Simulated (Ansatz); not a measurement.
input.yaml (Ansatz)

```yaml
crystal:
  lattice:
    - [2.3371720853, 0.0, 0.0]
    - [0.0, 2.3371720853, 0.0]
    - [0.0, 0.0, 2.3371720853]
  atoms:
    - { symbol: Cr, position: [0.0, 0.0, 0.0], spin: 1.5, spin_axis: [0, 0, 1] }
hamiltonian:
  xc: pbe
  pseudopotentials:
    kind: paw_fr
    azcp:
      Cr: "pseudopotentials/Cr.paw.azcp"
basis:
  ecutwfc: 420
  fft_grid_basis: typed
kpoints:
  mp_grid: { grid: [13, 13, 13], shift: [0, 0, 0] }
magnetization:
  noncollinear: true
  spin_orbit: true
scf:
  occupations: { method: fermi_dirac, width: 0.05 }
output:
  write_density: true
  write_potential: true
  elf: true
  volumetric_format: npy
```

Output

```
Engine: ansatz 0.2.0, x86_64-unknown-linux-gnu
Pseudopotentials: kind: paw_fr
Pseudopotential: Cr, paw_fr, valence charge 14, recommended cutoff 420 eV (normal) 
Functional definition: PBE
  parameter kappa = 0.804
  parameter beta = 0.06672455060314922
  exchange = pbe_x(kappa = kappa, mu = beta*pi^2/3)
  correlation = pbe_c(beta = beta)
Crystal: 1 atoms, lattice volume = 12.767 Å³
Basis set: ecut = 420 eV, 251 PW (Γ)
Bands: 22, of which v1, the nominal top of the filled ones, is band 14 counted from 1 (13 counted from 0)
Symmetry: 8 space group operations + 8 with time reversal
Magnetic group: BNS 123.345 (UNI 1005), of the structure as read, at distance tolerance 2.3e-5 Å
k-points: 196 of 2197 (time reversal used)
Projection manifold: j_resolved (fully-relativistic pseudo-atomic orbitals)
Non-local potential: Cr, projectors of the file, l = 0: 3, l = 1: 4, l = 2: 6, l = 3: 2
PAW form: soft (Blöchl's): semilocal exchange-correlation on the pseudo side does not see the compensation charge
PAW one-centre angular grid: Cr, 590 points (default); XC on 64 Gauss nodes
Initial density: superposition of atomic densities (chi_scale 0.1, normalization cell)
Starting moments: Σ|m| = 1.5 μB on 1 of 1 site
Initial wavefunctions: pseudopotential atomic-orbital guess
Functional: x = pbe(κ = 0.804, μ = 0.2195149727645171), c = pbe(β = 0.06672455060314922)
SCF iter   1: F=—  HF=-3377.576439 eV  |F-HF|=—  |Δ(HF+E_count)|=         —  Δρ=1.95e-1  dr2=3.70e0  dr2_m=1.11e0  ethr=3.10e-3  |M|=5.17e-1 ∫|m|=5.22e-1 μB  |m|>n=0.0e0 m-floor=0.0e0 τ_xc=0.0e0 mc-row=0.0e0  β_m=0.30  ⟨swp⟩=6.5  Hψ=22717  notcnv=0  defer=4
SCF iter   2: F=—  HF=-3376.928625 eV  |F-HF|=—  |Δ(HF+E_count)|=   6.48e-1  Δρ=1.42e-1  dr2=1.04e0  dr2_m=5.89e-1  ethr=3.10e-3  |M|=4.71e-1 ∫|m|=4.79e-1 μB  |m|>n=0.0e0 m-floor=0.0e0 τ_xc=2.1e-4 mc-row=0.0e0  β_m=0.30  ⟨swp⟩=2.4  Hψ=9154  notcnv=0  defer=365
SCF iter   3: F=—  HF=-3376.740186 eV  |F-HF|=—  |Δ(HF+E_count)|=   1.88e-1  Δρ=1.01e-1  dr2=3.68e-2  dr2_m=3.00e-1  ethr=3.10e-3  |M|=4.49e-1 ∫|m|=4.59e-1 μB  |m|>n=0.0e0 m-floor=0.0e0 τ_xc=2.8e-4 mc-row=0.0e0  β_m=0.30  ⟨swp⟩=3.2  Hψ=8264  notcnv=0  defer=360
SCF iter   4: F=—  HF=-3376.759276 eV  |F-HF|=—  |Δ(HF+E_count)|=   1.91e-2  Δρ=8.33e-2  dr2=3.02e-3  dr2_m=2.03e-1  ethr=2.63e-4  |M|=3.86e-1 ∫|m|=3.97e-1 μB  |m|>n=0.0e0 m-floor=0.0e0 τ_xc=3.0e-4 mc-row=0.0e0  β_m=0.30  ⟨swp⟩=2.4  Hψ=9593  notcnv=0  defer=317
SCF iter   5: F=—  HF=-3376.781600 eV  |F-HF|=—  |Δ(HF+E_count)|=   2.23e-2  Δρ=6.83e-2  dr2=2.21e-4  dr2_m=1.36e-1  ethr=2.16e-5  |M|=3.35e-1 ∫|m|=3.46e-1 μB  |m|>n=0.0e0 m-floor=0.0e0 τ_xc=2.8e-4 mc-row=0.0e0  β_m=0.30  ⟨swp⟩=2.0  Hψ=7818  notcnv=0  defer=317
SCF iter   6: F=—  HF=-3376.799040 eV  |F-HF|=—  |Δ(HF+E_count)|=   1.74e-2  Δρ=5.79e-2  dr2=2.84e-5  dr2_m=9.82e-2  ethr=1.58e-6  |M|=2.83e-1 ∫|m|=2.93e-1 μB  |m|>n=0.0e0 m-floor=0.0e0 τ_xc=2.5e-4 mc-row=0.0e0  β_m=0.30  ⟨swp⟩=2.0  Hψ=7994  notcnv=0  defer=314
SCF iter   7: F=—  HF=-3376.810460 eV  |F-HF|=—  |Δ(HF+E_count)|=   1.14e-2  Δρ=4.98e-2  dr2=2.97e-6  dr2_m=7.27e-2  ethr=2.03e-7  |M|=2.35e-1 ∫|m|=2.45e-1 μB  |m|>n=0.0e0 m-floor=0.0e0 τ_xc=2.1e-4 mc-row=0.0e0  β_m=0.30  ⟨swp⟩=2.5  Hψ=7061  notcnv=0  defer=314
...
SCF iter  18: F=-3376.841256 eV  HF=-3376.841256 eV  |F-HF|=4.55e-12  |Δ(HF+E_count)|=  4.12e-10  Δρ=2.74e-7  dr2=5.73e-12  dr2_m=9.37e-13  ethr=1.00e-12  |M|=4.00e-7 ∫|m|=1.21e-6 μB  |m|>n=0.0e0 m-floor=0.0e0 τ_xc=8.7e-14 mc-row=0.0e0  ⟨swp⟩=2.2  Hψ=7974  notcnv=0
WARN: the starting moments were not kept: the SCF closed with an absolute magnetisation of 1.2e-6 μB, where they sum to 1.5 μB in size (1 site). That is at most 0.1 of that sum. Measured as dr2_m measures the in/out step, that magnetisation stands 7.2e-13 eV from none, at or under the dr2_threshold of 1.0e-7 eV: it is no larger than a step whose dr2_m would equal this threshold. The system may hold no moment; this SCF shows only that its start led to no more than that. To try another start: raise the starting moments (crystal.atoms[].spin, magnetization.per_species, magnetization.initial_magnetization, or on a non-collinear deck that types none of these the spinor_matrix: blocks that start its atoms; where the total moment is fixed, keep their sum and leave initial_magnetization as it is; typed ones take the place of any that the run laid by itself, positive ones on a crystal's lanthanoids without a Hubbard term where scf.initial_density.shell_occupations: [] is typed) or, if the notice of its spin-set hold's release reads "site moments contracting" or "site moments show no strong build", lengthen the hold (scf.mixing.spin_hold: { on: { confirm: 4 } }; for m-r²SCAN on two components see the key's manual first). Each may lead to a state that holds a moment. A second SCF, from the converged charge density, with the starting moments and any scf.initial_density.shell_occupations laid on it anew, would have followed, and was not run: the deck does not ask for one (magnetization.retry_lost_moments is false, the default). To let it run, set magnetization.retry_lost_moments: true and run the deck again, where that key's refused combinations let it; where memory then withholds it, that run's warning says so.
SCF 1 converged in 18 iterations: F = -3376.841256 eV  dr2 = 5.73e-12
SCF converged after 18 iterations
Magnetization: |M| = 0.0000 μB,  M = (-0.0000, -0.0000, +0.0000) μB
Absolute magnetization: 0.0000 μB (∫|m|, with the PAW one-centre terms)
  site 0: m = (+0.0000, +0.0000, +0.0000) μB, |m| = 0.0000 μB  (R = 0.96 Å)
Free energy (F): -3376.841256 eV
Harris-Foulkes:  -3376.841256 eV  (|F-HF|=4.55e-12)
Internal energy: -3376.832553 eV  (E = F + TS)
E sigma→0 (E₀):  -3376.836904 eV
Entropy (-TS):   -0.008703 eV (-8.703 meV/atom)
Fermi energy:    17.383796 eV
--- Per-component energies (eV) ---
  E_band       = -171.043990
  E_kinetic    = 344.684072
  E_local      = -1330.272335  (includes V_loc(G=0)·N_el)
  E_nonlocal   = 81.470497
  E_hartree    = 577.137106
  E_xc         = -139.423424
  E_vxc        = -177.849929  (∫ρ·V_xc dr)
  E_paw        = -1197.291941  (= ΣΔE_a)
  E_vpaw       = -243.350744  (= ΣTr[D̂ρ^β])
  E_aug_tail   = 0.000323  (compensation charges beyond the density's cutoff)
  E_ewald      = -1713.136851
  E_smearing   = -0.008703  (= −TS)
  E_closure    = 0.000000  (closes the sum)
  Σ components = -3376.841256   (vs F -3376.841256, Δ=0.00e0)
--- Band table (eV; the first three rows and the last of 196) ---
  k-point 0: bands = ["-54.3856", "-54.3856", "-25.8446", "-25.8446", "-24.7936", "-24.7936", "-24.7936", "-24.7936", "9.9620", "9.9620", "14.1508", "14.1508", "14.1508", "14.1508", "19.8113", "19.8113", "19.8113", "19.8113", "19.8791", "19.8791", "36.8209", "36.8209"]
  k-point 1: bands = ["-54.3762", "-54.3762", "-25.8620", "-25.8620", "-24.8333", "-24.8333", "-24.7882", "-24.7882", "10.1509", "10.1509", "14.1917", "14.1917", "14.2881", "14.2881", "19.6807", "19.6807", "19.7175", "19.7175", "19.8520", "19.8520", "35.2828", "35.2828"]
  k-point 2: bands = ["-54.3501", "-54.3501", "-25.9204", "-25.9204", "-24.9314", "-24.9314", "-24.7732", "-24.7732", "10.6905", "10.6905", "14.3069", "14.3069", "14.6803", "14.6803", "19.3327", "19.3327", "19.3744", "19.3744", "19.8740", "19.8740", "32.5201", "32.5201"]
  k-point 195: bands = ["-53.9160", "-53.9160", "-26.5575", "-26.5575", "-25.5502", "-25.5502", "-25.5487", "-25.5487", "14.3829", "14.3829", "14.4730", "14.4730", "14.5014", "14.5014", "21.0429", "21.0429", "21.0469", "21.0469", "28.5715", "28.5715", "30.4638", "30.4638"]
```

Command:

```sh
ansatz run input.yaml --threads 1 --pin off --max-ram 3584MiB --backend cpu --events-out ev --progress --plain --runs-dir out
```

On 1 thread of Intel(R) Xeon(R) Platinum 8259CL CPU @ 2.50GHz (Skylake/Cascade Lake) (shared host) this took about 47 s of wall time and 47 s of CPU time.
